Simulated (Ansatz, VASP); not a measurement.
Sb: VASP beside Ansatz

Contents of INCAR:

```
SYSTEM = Sb
PREC = Accurate
ENCUT = 520
EDIFF = 1E-7
ISMEAR = 0
SIGMA = 0.1
LREAL = .FALSE.
LASPH = .TRUE.
NELM = 100
ALGO = Normal
ISIF = 2
LWAVE = .FALSE.
LCHARG = .FALSE.
GGA = PE
NBANDS = 12
```

The input KPOINTS:

```
regular mesh
0
G
  6 6 4
  0 0 0
```

Contents of POSCAR:

```
Sb
1.0
    3.6184699200      0.0000000000      0.0000000000
   -1.8092349600      3.1336868800      0.0000000000
    0.0000000000      0.0000000000      6.0206391400
Sb
2
Direct
    0.0000000000      0.0000000000      0.2059912700
    0.0000000000      0.0000000000      0.7940087300
```

Input for Ansatz:

```yaml
crystal:
  lattice:
    - [3.61846992, 0.0, 0.0]
    - [-1.80923496, 3.13368688, 0.0]
    - [0.0, 0.0, 6.02063914]
  atoms:
    - { symbol: Sb, position: [0.0, 0.0, 0.20599127] }
    - { symbol: Sb, position: [0.0, 0.0, 0.79400873] }
basis:
  ecutwfc: 420
kpoints:
  mp_grid: { grid: [6, 6, 4] }
hamiltonian:
  xc: pbe
scf:
  occupations: { method: gaussian, width: 0.1 }
  lower_state_search: "off"
output:
  forces: true
  stress: true
  eigenvalues: true
```

Alike in both runs: task single point; functional PBE; k mesh 6 × 6 × 4; occupations gaussian, width 0.1 eV; no spin polarisation.

```csv
,VASP,Ansatz
version,VASP 6.6.1,Ansatz 0.2.0
potentials or method,"VASP PAW PBE potentials, release 64 (Sb)","scalar-relativistic, plane waves, PAW"
plane-wave cutoff (eV),520,420
valence electrons in the cell,10,30
```

|  | VASP | Ansatz | Ansatz less VASP |
| --- | --- | --- | --- |
| gap on the k mesh at the Fermi level (eV) | none | none | - |
| pressure (GPa) | 4.0 | 3.9 | -0.10 |
| largest component of the traceless stress (GPa) | 21.80 | 21.78 | -0.021 |
| rms of the force components (eV/Å) | 2.382 | 2.298 | -0.0844 |

Atom by atom the forces differ by 0.084 eV/Å (rms over components). A gap of «none» marks a metal or a gap that the smearing closes. With one functional, cell and mesh, what is left measures potentials, basis and numerics. The two sets of potentials don't hold the same shells in valence.

Caveats: forces of over 1 eV/Å show positions far from the minimum, so gaps and moduli don't describe the material at rest. The runs have no spin-orbit coupling, so splittings on Sb are missing.
